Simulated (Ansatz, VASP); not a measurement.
**ZnCu in VASP and in Ansatz**

```xyz
2
Lattice="2.7978 0.0000 0.0000 0.0000 2.7978 0.0000 0.0000 0.0000 2.7978" Properties=species:S:1:pos:R:3 pbc="T T T"
Zn    1.3989    1.3989    1.3989
Cu    0.0000    0.0000    0.0000
```

Change from the starting cell: strain -0.050 along x and y, -0.050 along z, atoms carried along.

Alike in both runs: task single point; functional LDA; k mesh 16 × 16 × 16; occupations gaussian, width 0.15 eV; no spin polarisation.

|  | VASP | Ansatz |
| --- | --- | --- |
| version | VASP 6.6.1 | Ansatz 0.2.0 |
| potentials or method | VASP PAW LDA potentials, release 64 (Zn, Cu) | scalar-relativistic, plane waves, PAW |
| plane-wave cutoff (eV) | 520 | 420 |
| valence electrons in the cell | 23 | 31 |

Ansatz gave:

```
gap on the k mesh at the Fermi level (eV) : none
pressure (GPa)                            : 14.2
```

Q: Estimate VASP's values.

A: gap on the k mesh at the Fermi level (eV): none; pressure (GPa): 15.5.

A gap of «none» marks a metal or a gap that the smearing closes. The two sets of potentials don't hold the same shells in valence.

Caveats: so large a pressure means that the cell lies far from this level's equilibrium, or that cutoff or potentials fall short (VASP).
